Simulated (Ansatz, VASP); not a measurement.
## BeTe in two plane-wave programs

One calculation is typed for both programs; each brings its own data sets and cutoff. How far apart do they land?

Calculated with Ansatz 0.2.0; plane waves, with VASP 6.6.1 beside it; G0W0 gap at PBE.

## Step 1: Starting point

Symmetry: F-43m, No. 216, cubic system. Conventional cell: a = 5.663 Å, b = 5.663 Å, c = 5.663 Å, α = 90.00°, β = 90.00°, γ = 90.00°. Nearest to Be lie 4 Te at 2.45 Å. Nearest to Te lie 4 Be at 2.45 Å. Farther neighbours and most contacts between anions are not listed.

Coordinates:

```cif
data_structure
_symmetry_space_group_name_H-M 'P 1'
_symmetry_Int_Tables_number 1
_cell_length_a 4.0043
_cell_length_b 4.0043
_cell_length_c 4.0043
_cell_angle_alpha 60.000
_cell_angle_beta 60.000
_cell_angle_gamma 60.000
_cell_volume 45.40
loop_
_atom_site_label
_atom_site_type_symbol
_atom_site_fract_x
_atom_site_fract_y
_atom_site_fract_z
_atom_site_occupancy
Be1 Be 0.00000 0.00000 0.00000 1
Te2 Te 0.75000 0.75000 0.75000 1
```

## Step 2: Ansatz: G0W0 gap, PBE

Ansatz runs on its default PAW (the set named soft_2) files.

Quasiparticle shifts depend on high empty states and on the cores, so they are the hardest test of two PAW sets.

input.yaml

```yaml
crystal:
  lattice:
    - [0.0, 2.8314587876, 2.8314587876]
    - [2.8314587876, 0.0, 2.8314587876]
    - [2.8314587876, 2.8314587876, 0.0]
  atoms:
    - { symbol: Be, position: [0.0, 0.0, 0.0] }
    - { symbol: Te, position: [0.75, 0.75, 0.75] }
hamiltonian:
  xc: pbe
  pseudopotentials: { kind: paw }
kpoints:
  mp_grid: { grid: [4, 4, 4] }
scf:
  occupations: { method: fixed }
gw:
  n_empty_bands: 132
  ecut_chi: 120.0
  qp_bands: [v2, c2]
  qp_kpoints: band_edges
  screening: { model: contour_deformation }
```

Started as:

```console
ansatz run input.yaml --threads 4 --pin off --max-ram 9216MiB --backend cpu --events-out ev --progress --plain --runs-dir out
```

Numbers of over 12 decimals in the logs are rounded to 6 here.

The program printed:

```text
Engine: ansatz 0.2.0, aarch64-unknown-linux-gnu
Pseudopotentials: kind: paw
Pseudopotential: Be, paw, valence charge 2, recommended cutoff 420 eV (normal), Be.paw.azcp
Pseudopotential: Te, paw, valence charge 16, recommended cutoff 420 eV (normal), Te.paw.azcp
Functional definition: PBE
  parameter kappa = 0.804
  parameter beta = 0.066725
  exchange = pbe_x(kappa = kappa, mu = beta*pi^2/3)
  correlation = pbe_c(beta = beta)
Crystal: 2 atoms, lattice volume = 45.401 Å³
Basis set: ecut = 420 eV, 893 PW (Γ)
Bands: 13, of which v1, the nominal top of the filled ones, is band 9 counted from 1 (8 counted from 0)
Symmetry: 24 space group operations
Space group: F-43m (ITA 216), of the structure as read, at distance tolerance 3.6e-5 Å
k-points: 8 of 64 (time reversal used)
Non-local potential: Be, projectors of the file, l = 0: 2, l = 1: 2, l = 2: 1
Non-local potential: Te, projectors of the file, l = 0: 2, l = 1: 2, l = 2: 2, l = 3: 2
PAW form: soft (Blöchl's): semilocal exchange-correlation on the pseudo side does not see the compensation charge
PAW one-centre angular grid: Be, 110 points (default); XC on 64 Gauss nodes
PAW one-centre angular grid: Te, 590 points (default); XC on 64 Gauss nodes
Initial density: superposition of atomic densities (neutral atoms: chi_scale 0, normalization atom), corrected by the library's trained network
Initial wavefunctions: pseudopotential atomic-orbital guess
Functional: x = pbe(κ = 0.804, μ = 0.219515), c = pbe(β = 0.066725)
SCF iter   1: F=—  HF=-7073.368957 eV  |F-HF|=—  |Δ(HF+E_count)|=         —  Δρ=1.33e-3  dr2=1.51e-3  ethr=1.77e-3  ⟨swp⟩=4.9  Hψ=571  notcnv=0  defer=10
preconditioner: auto → none  [insulator: Δε(μ)=2.028 eV  Ē_g=10.156 eV  n_scr=14 (ndim 8)  ℏωp=15.6 eV  f_vac=0.010  ε∞_Penn≈3.4]
SCF iter   2: F=—  HF=-7073.368561 eV  |F-HF|=—  |Δ(HF+E_count)|=   3.96e-4  Δρ=6.01e-4  dr2=2.28e-4  ethr=8.42e-6  ⟨swp⟩=3.1  Hψ=254  notcnv=0  defer=14
SCF iter   3: F=—  HF=-7073.368509 eV  |F-HF|=—  |Δ(HF+E_count)|=   5.23e-5  Δρ=2.59e-4  dr2=3.26e-5  ethr=1.27e-6  ⟨swp⟩=2.9  Hψ=186  notcnv=0  defer=13
SCF iter   4: F=—  HF=-7073.368524 eV  |F-HF|=—  |Δ(HF+E_count)|=   1.50e-5  Δρ=6.69e-5  dr2=3.21e-6  ethr=1.81e-7  ⟨swp⟩=3.0  Hψ=176  notcnv=0  defer=9
SCF iter   5: F=—  HF=-7073.368523 eV  |F-HF|=—  |Δ(HF+E_count)|=   3.91e-7  Δρ=2.00e-5  dr2=3.42e-7  ethr=1.78e-8  ⟨swp⟩=2.8  Hψ=171  notcnv=0  defer=9
SCF iter   6: F=-7073.368523 eV  HF=-7073.368523 eV  |F-HF|=4.08e-8  |Δ(HF+E_count)|=   1.24e-7  Δρ=7.26e-6  dr2=4.61e-8  ethr=5.56e-10  ⟨swp⟩=5.8  Hψ=415  notcnv=0
SCF 1 converged in 6 iterations: F = -7073.368523 eV  dr2 = 4.61e-8
  greatest PAW one-centre occupation: 0.998 electrons in one spin orbital (limit 2), on the Te atom at site 1 (counted from 0), in its partial waves of l = 2
NSCF: frozen V_eff on 8 k-points
G₀W₀ screening: q 1/8
G₀W₀ screening: q 2/8 (q-point 5)
G₀W₀ screening: q 3/8 (q-point 6)
G₀W₀ screening: q 4/8 (q-point 2)
G₀W₀ screening: q 5/8 (q-point 4)
G₀W₀ screening: q 6/8 (q-point 8)
G₀W₀ screening: q 7/8 (q-point 3)
G₀W₀ screening: q 8/8 (q-point 7)
G₀W₀ self-energy: k 1/5
G₀W₀ self-energy: k 2/5
G₀W₀ self-energy: k 3/5
G₀W₀ self-energy: k 4/5
G₀W₀ self-energy: k 5/5
NSCF: frozen V_eff on 1 k-points
SCF converged after 6 iterations
Free energy (F): -7073.368523 eV
Harris-Foulkes:  -7073.368523 eV  (|F-HF|=4.08e-8)
Internal energy: -7073.368523 eV  (E = F + TS)
E sigma→0 (E₀):  -7073.368523 eV
Fermi energy:    7.212051 eV
--- Per-component energies (eV) ---
  E_band       = -270.402847
  E_kinetic    = 199.751466
  E_local      = -1384.042892  (includes V_loc(G=0)·N_el)
  E_nonlocal   = -305.178080
  E_hartree    = 863.000714
  E_xc         = -143.251865
  E_vxc        = -123.986891  (∫ρ·V_xc dr)
  E_paw        = -4722.806463  (= ΣΔE_a)
  E_vpaw       = -382.955851  (= ΣTr[D̂ρ^β])
  E_aug_tail   = -0.000187  (compensation charges beyond the density's cutoff)
  E_ewald      = -1580.841214
  E_smearing   = -0.000000  (= −TS)
  E_closure    = 0.000000  (closes the sum)
  Σ components = -7073.368523   (vs F -7073.368523, Δ=0.00e0)
--- Band table (eV; the first three rows and the last of 8) ---
  k-point 0: bands = [... 5 lower, -4.9765, 7.2121, 7.2121, 7.2121, 10.8407, 10.8407, 10.8407, 10.9159]
  k-point 1: bands = [... 5 lower, -4.4358, 3.9500, 6.5561, 6.5561, 10.4931, 11.7035, 11.7035, 14.1634]
  k-point 2: bands = [... 5 lower, -3.6727, 1.7770, 6.1072, 6.1072, 10.2482, 11.8218, 11.8218, 15.0394]
  k-point 7: bands = [... 5 lower, -3.1659, 2.6991, 3.6072, 4.0851, 12.5043, 12.7390, 12.7946, 13.3418]
--- G₀W₀: contour deformation, 6 samples at zero and on the imaginary axis and 2 off it, 64 q-points, 132 empty bands' worth ---
  eigenvalues of the whole cell's RPA ε∞ on this k-mesh (on a slab, of 1 + 4πα/V) = 9.0245, 9.0245, 9.0245; static W/v taken at q = 0 is 0.110810
  bands read: the sum over 141 bands ends inside a degenerate multiplet in 3 slots, whose members it reads at an even weight; the widest, k=1: bands 141 to 142 (counted from 1) at 1/2 each
  gw.qp_kpoints: band_edges: 5 of 8 stored k-points solved, in 1 pass; an edge of the gap read off the rows below is read off those points alone
    valence top: of the k-points left out ik 5 came nearest to being solved in a further pass, in band 9 (counted from 1, as in the quasiparticle table): it holds the edge there only if its correction is more favourable than any solved in that band by at least 1.176 eV; those differ by 0.127 eV
    conduction bottom: of the k-points left out ik 4 came nearest to being solved in a further pass, in band 10 (counted from 1, as in the quasiparticle table): it holds the edge there only if its correction is more favourable than any solved in that band by at least 0.969 eV; those differ by 0.251 eV
    ik  band        ε_KS         Σx   Σc(E_QP)       V_xc       Z   E_QP_lin       E_QP  E_QP is
     0     8      7.2121   -16.2474     1.1829   -14.3508  0.7898     6.4937     6.4984  root
     0     9      7.2121   -16.2474     1.1829   -14.3508  0.7898     6.4937     6.4984  root
     0    10     10.8407    -6.1171    -4.2437   -10.6768  0.7814    11.1578    11.1566  root
     0    11     10.8407    -6.1171    -4.2437   -10.6768  0.7814    11.1578    11.1566  root
     1     8      6.5561   -15.7904     1.3353   -13.7208  0.7846     5.8164     5.8218  root
     1     9      6.5561   -15.7904     1.3353   -13.7208  0.7846     5.8164     5.8218  root
     1    10     10.4931    -7.1136    -4.2768   -11.6669  0.7857    10.7704    10.7696  root
     1    11     11.7035    -6.2603    -4.4601   -11.0392  0.7762    12.0236    12.0223  root
     2     8      6.1072   -15.7589     1.5198   -13.4737  0.7803     5.3354     5.3418  root
     2     9      6.1072   -15.7589     1.5198   -13.4737  0.7803     5.3354     5.3418  root
     2    10     10.2482    -7.3991    -4.2084   -11.8565  0.7870    10.4979    10.4973  root
     2    11     11.8218    -5.8811    -4.4233   -10.5801  0.7801    12.0985    12.0974  root
     3     8      5.5747   -15.3426     1.6362   -12.9220  0.7763     4.7828     4.7903  root
     3     9      5.5747   -15.3426     1.6362   -12.9220  0.7763     4.7828     4.7903  root
     3    10      9.8438    -5.9428    -3.9611   -10.0760  0.7912    10.0161    10.0158  root
     3    11     11.6086    -6.0127    -4.4091   -10.6012  0.7849    11.7883    11.7879  root
     6     8      4.6291   -15.3731     2.0425   -12.4894  0.7647     3.7773     3.7879  root
     6     9      4.6291   -15.3731     2.0425   -12.4894  0.7647     3.7773     3.7879  root
     6    10      9.2299    -5.3842    -3.8474    -9.2963  0.8017     9.2946     9.2945  root
     6    11      9.9062    -6.2540    -3.8834   -10.2396  0.7934    10.0085    10.0083  root
```

It took 12 s on 4 threads of Arm Neoverse N1, shared host; peak memory 0.49 GiB.

(Continued in part 2 of 2.)

[Lines on the potential files, build, host, timing and source positions are cut from VASP's logs without a mark.]

[Logs are printed without paths, hosts, clocks, repeated set-up lines and the standing remarks that a program may print on its own settings, such as how far it seeks lower states.]

[Hosts, paths, dates, database ids (printed as entryN), source tags and the programs' standing remarks are cut or masked in the printed files.]
